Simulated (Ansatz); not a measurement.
# InSe (R3m) in Ansatz: a series of runs

The runs below take InSe through relaxation of cell and atoms, single point, with revPBE+D4, BLYP, PBE, PBE+D3(BJ), PBE+D4.

Program: Ansatz 0.2.0. These are calculated values, not measurements. Logs are shortened: lines on timing, memory, paths and dates and some standing lists are left out, and cuts for length are marked.

**What was measured.**

“The Interaction of Hydrogen with the van der Waals Crystal γ-InSe”, 2020, pmc:7321205 reports, for a bulk crystal of InSe at 300 K: band gap 1.25 eV.

The runs below are set against these values where they give the same quantity.

## 1. The structure

Symmetry: R3m, No. 160, trigonal system. Conventional cell: a = 4.000 Å, b = 4.000 Å, c = 25.320 Å, α = 90.00°, β = 90.00°, γ = 120.00°. In (site symmetry 3m) has 3 Se at 2.63 Å and 1 In at 2.82 Å as nearest neighbours. In (site symmetry 3m) is surrounded by 3 Se at 2.64 Å and 1 In at 2.82 Å. Se (site symmetry 3m) has 3 In at 2.63 Å as nearest neighbours. Around Se (site symmetry 3m) lie 3 In at 2.64 Å.

## 2. Relaxation of cell and atoms, revPBE+D4

The input, input.yaml:

```yaml
crystal:
  lattice:
    - [2.0, 1.1547005384, 8.44]
    - [-2.0, 1.1547005384, 8.44]
    - [0.0, -2.3094010768, 8.44]
  atoms:
    - { symbol: In, position: [0.8886, 0.8886, 0.8886] }
    - { symbol: In, position: [0.0, 0.0, 0.0] }
    - { symbol: Se, position: [0.1719, 0.1719, 0.1719] }
    - { symbol: Se, position: [0.3835, 0.3835, 0.3835] }
hamiltonian:
  xc: revpbe
  pseudopotentials: { kind: paw }
  dispersion: d4
kpoints:
  mp_grid: { grid: [8, 8, 8] }
scf:
  occupations: { method: fermi_dirac, width: 0.05 }
output:
  forces: true
  stress: true
relax:
  f_tol: 0.01
  max_steps: 40
  cell: { stress_tol: 0.05 }
```

Potentials or basis: Ansatz PAW.

The run is started by

```bash
> ansatz run input.yaml --threads 2 --pin off --max-ram 5632MiB --backend cpu --events-out ev --progress --plain --runs-dir out
```

What it wrote:

```text
Warning: RAYON_NUM_THREADS=2 ignored (pool sized by the plan → 2); use --threads N
basis.fft_grid_basis auto: the FFT boxes are laid along the combinations [[1, 0, -1], [0, 1, -1], [0, 0, 1]] of the cell's own vectors, 4.000, 4.000 and 8.750 Å long. The dense box has 27×27×60 points. Along the cell's own vectors, as sized, it would have 60×60×60, 4.94 times as many. Of the 6 symmetry operations that the crystal satisfies within crystal.symmetry.tolerance (time reversal apart; of a slab, those that keep its plane) the dense box along the cell's own vectors carries 6, and the one as laid loses 4 of those. basis.fft_grid_basis: typed keeps the cell's own vectors: state it where this run's energies or levels are differenced outside the engine with another run's, or held beside a run that keeps those vectors.
Engine: ansatz 0.2.0, x86_64-unknown-linux-gnu
Pseudopotentials: kind: paw
Pseudopotential: In, paw, valence charge 13, recommended cutoff 420 eV (normal), In.paw.azcp
Pseudopotential: Se, paw, valence charge 16, recommended cutoff 420 eV (normal), Se.paw.azcp
Functional definition: revPBE
  parameter kappa = 1.245
  parameter beta = 0.06672455060314922
  exchange = pbe_x(kappa = kappa, mu = beta*pi^2/3)
  correlation = pbe_c(beta = beta)
Crystal: 4 atoms, lattice volume = 116.948 Å³
Basis set: ecut = 420 eV, 2309 PW (Γ), FFT grids on a1−a3, a2−a3, a3, exchange–correlation on 54×54×120 points (8 copies of the dense FFT grid, shifted against one another)
Bands: 35, of which v1, the nominal top of the filled ones, is band 29 counted from 1 (28 counted from 0)
Symmetry: 6 space group operations
Space group: R3m (ITA 160), of the structure as read, at distance tolerance 4.9e-5 Å
k-points: 65 of 512 (time reversal used)
Non-local potential: In, projectors of the file, l = 0: 2, l = 1: 2, l = 2: 2, l = 3: 2
Non-local potential: Se, projectors of the file, l = 0: 2, l = 1: 2, l = 2: 3, l = 3: 1
PAW form: soft (Blöchl's): semilocal exchange-correlation on the pseudo side does not see the compensation charge
PAW frozen core: In, regenerated for the run's functional, and the local potential with it (the file was generated under x = pbe(κ = 0.804, μ = 0.2195149727645171), c = pbe(β = 0.06672455060314922))
PAW frozen core: Se, regenerated for the run's functional, and the local potential with it (the file was generated under x = pbe(κ = 0.804, μ = 0.2195149727645171), c = pbe(β = 0.06672455060314922))
PAW one-centre angular grid: In, 590 points (default); XC on 64 Gauss nodes
PAW one-centre angular grid: Se, 590 points (default); XC on 64 Gauss nodes
Initial density: superposition of atomic densities (neutral atoms: chi_scale 0, normalization atom), corrected by the library's trained network
Initial wavefunctions: pseudopotential atomic-orbital guess
Functional: x = revpbe(κ = 1.245, μ = 0.2195149727645171), c = pbe(β = 0.06672455060314922)
SCF iter   1: F=—  HF=-22158.533735 eV  |F-HF|=—  |Δ(HF+E_count)|=         —  Δρ=2.40e-3  dr2=7.68e-3  ethr=1.77e-3  ⟨swp⟩=6.7  Hψ=9291  notcnv=0
preconditioner: auto → Resta (q_TF=auto, 2.427 Å⁻¹)  ε∞=3.3  [insulator: Δε(μ)=0.532 eV  Ē_g=14.074 eV  σ=0.050 eV  W_gap=0.99  n_scr=30 (ndim 8)  ℏωp=21.2 eV  f_vac=0.086  D(μ)=0.00/eV (n_scr^D=0)  ε∞_Penn≈3.3]
SCF iter   2: F=—  HF=-22158.530183 eV  |F-HF|=—  |Δ(HF+E_count)|=   3.55e-3  Δρ=7.32e-4  dr2=4.73e-4  ethr=1.32e-5  ⟨swp⟩=2.0  Hψ=4072  notcnv=0  defer=7
SCF iter   3: F=—  HF=-22158.530423 eV  |F-HF|=—  |Δ(HF+E_count)|=   2.40e-4  Δρ=4.30e-4  dr2=1.63e-4  ethr=8.16e-7  ⟨swp⟩=2.0  Hψ=2615  notcnv=0  defer=7
[... 81 lines left out ...]
SCF iter   3: F=—  HF=-22158.560121 eV  |F-HF|=—  |Δ(HF+E_count)|=   5.70e-4  Δρ=2.33e-5  dr2=5.58e-8  ethr=6.19e-10  ⟨swp⟩=2.8  Hψ=3478  notcnv=0
SCF iter   4: F=—  HF=-22158.560150 eV  |F-HF|=—  |Δ(HF+E_count)|=   2.84e-5  Δρ=3.26e-6  dr2=7.91e-9  ethr=9.62e-11  ⟨swp⟩=3.0  Hψ=4320  notcnv=0
SCF iter   5: F=—  HF=-22158.560150 eV  |F-HF|=—  |Δ(HF+E_count)|=   4.06e-7  Δρ=9.76e-7  dr2=1.98e-9  ethr=1.36e-11  ⟨swp⟩=2.0  Hψ=2861  notcnv=0
SCF iter   6: F=—  HF=-22158.560150 eV  |F-HF|=—  |Δ(HF+E_count)|=   1.56e-8  Δρ=3.55e-7  dr2=3.07e-10  ethr=3.41e-12  ⟨swp⟩=2.2  Hψ=2872  notcnv=0
SCF iter   7: F=-22158.560150 eV  HF=-22158.560150 eV  |F-HF|=2.91e-11  |Δ(HF+E_count)|=   1.11e-9  Δρ=8.50e-8  dr2=1.93e-11  ethr=1.00e-12  ⟨swp⟩=3.0  Hψ=8569  notcnv=0
SCF 7 converged in 7 iterations: F = -22158.560150 eV  dr2 = 1.93e-11
relax step   7: F+E_penalty+E_count = -22158.56015010 eV  Δ(F+E_penalty+E_count) = +3.019e-4 eV  max|allowed force component| = 1.638e-3 eV/Å  Δτ_max = 0.0000 Å  P = +0.001 GPa  Ω = 115.415 Å³  stress off target by 8.72e-4 GPa  SCF on the basis re-selected at this cell (its energy is not comparable with the rows above)  (7 SCF iters)
basis re-selected at this cell: Δ(F+E_penalty+E_count) = +3.019e-4 eV, ΔP = -0.001 GPa vs the last step (what re-selecting the basis moved, of the pressure what is left beyond the Pulay correction that the steps carried, after the strain that the cell walked since its last selection, with what the two solves' SCF thresholds leave and, on support functions, any second-order correction that the steps lacked; it is no measure of the basis error at this ecutwfc). This SCF's stress stands 8.72e-4 GPa from its target on what of the cell is left free (relax.cell.stress_tol is 5.00e-2 GPa) and its largest allowed force component is 1.64e-3 eV/Å (relax.f_tol is 1.00e-2 eV/Å): within both
SCF converged after 7 iterations
Free energy (F): -22158.560150 eV
Harris-Foulkes:  -22158.560150 eV  (|F-HF|=2.91e-11)
Internal energy: -22158.560087 eV  (E = F + TS)
E sigma→0 (E₀):  -22158.560118 eV
Entropy (-TS):   -0.000063 eV (-0.016 meV/atom)
Fermi energy:    7.806297 eV
--- Per-component energies (eV) ---
  E_band       = -896.161694
  E_kinetic    = 722.366182
  E_local      = -7811.006119  (includes V_loc(G=0)·N_el)
  E_nonlocal   = -459.820256
  E_hartree    = 3606.193401
  E_xc         = -639.641957
  E_vxc        = -393.712917  (∫ρ·V_xc dr)
  E_paw        = -12152.223763  (= ΣΔE_a)
  E_vpaw       = -166.374518  (= ΣTr[D̂ρ^β])
  E_aug_tail   = -0.001135  (compensation charges beyond the density's cutoff)
  E_ewald      = -5422.024195
  E_disp       = -2.104029  (pairwise vdW)
  E_core_change = -0.298216  (= ΣΔE_core)
  E_smearing   = -0.000063  (= −TS)
  E_closure    = -0.000000  (closes the sum)
  Σ components = -22158.560150   (vs F -22158.560150, Δ=0.00e0)
--- Forces (eV/Å), atoms counted from 1 ---
  atom   1  In    -0.00000000    -0.00000000    -0.00049392
  atom   2  In     0.00000000    -0.00000000     0.00020363
  atom   3  Se     0.00000000     0.00000000     0.00163784
  atom   4  Se     0.00000000     0.00000000    -0.00134761
  max |Σ_I F_I| component: 7.13e-8 eV/Å
--- Stress (GPa, compression-positive) ---
        0.000587       0.000000       0.000000
        0.000000       0.000587       0.000000
        0.000000       0.000000       0.000872
  P = ⅓ Tr σ = 0.0007 GPa (0.007 kbar)
--- Relaxed structure (6 steps of the walk, 5 accepted, 1 SCFs on fresh bases) ---
  F+E_penalty+E_count = -22158.56015010 eV   max|allowed force component| = 1.638e-3 eV/Å   (the final SCF, on the basis selected at the relaxed cell)
  cell:  # Å, volume = 115.4150 Å³
    - [2.014682634371233, 1.1631775612858968, 8.208394169017037]
    - [-2.014682634371233, 1.1631775612858968, 8.208394169017037]
    - [-3.790684320713492e-35, -2.326355122571792, 8.208394169017037]
  atoms:
    - { symbol: In, position: [0.8875636722620429, 0.8875636722620429, 0.8875636722620428] }
    - { symbol: In, position: [0.0010268193759450752, 0.0010268193759450752, 0.0010268193759450763] }
    - { symbol: Se, position: [0.1684474650760703, 0.1684474650760703, 0.1684474650760703] }
    - { symbol: Se, position: [0.38696204328594197, 0.38696204328594197, 0.38696204328594197] }
```

It took 2.1 min on 2 threads of Intel Xeon at 2.50GHz (Skylake/Cascade Lake), shared host; peak memory 0.54 GiB.

What came out:

```
Free energy                            : -22158.5602 eV
Relaxed volume                         : 28.85 Å³/atom
Relaxed cell                           : a = 8.532 Å, b = 8.532 Å, c = 8.532 Å, α = 27.32°, β = 27.32°, γ = 27.32°
Space group after relaxing (to 0.05 Å) : R3m (No. 160)
Energy gained by relaxing              : 7.4 meV/atom
Ionic steps                            : 6
Pressure after relaxing                : 0.0 GPa
Band gap on the k mesh                 : 0.37 eV
```

Step by step:
| step | energy change (eV) | largest force (eV/Å) | volume (Å³) |
| --- | --- | --- | --- |
| 1 | 0.0000 | 0.4034 | 116.95 |
| 2 | -0.0269 | 0.1329 | 115.85 |
| 3 | -0.0280 | 0.0514 | 116.15 |
| 4 | -0.0295 | 0.0319 | 115.13 |
| 5 | -0.0298 | 0.0016 | 115.41 |
| 6 | -0.0295 | 0.0016 | 115.41 |

Final structure:
```
CELL_PARAMETERS angstrom
2.01468 1.16318 8.20839
-2.01468 1.16318 8.20839
0.00000 -2.32636 8.20839
ATOMIC_POSITIONS crystal
In 0.88756 0.88756 0.88756
In 0.00103 0.00103 0.00103
Se 0.16845 0.16845 0.16845
Se 0.38696 0.38696 0.38696
```

Caveat: the plane-wave basis is chosen anew once the cell has moved, so the energies of steps on either side of that aren't comparable; spin-orbit coupling is left out, which moves the levels of the heavy elements; the PAW data sets come from PBE, with cores solved anew for the run's functional, which leaves a small shift of forces and pressure. Expect the measured gap to be larger: semilocal functionals such as revPBE lack the derivative discontinuity.

(Continued in part 2 of 3.)
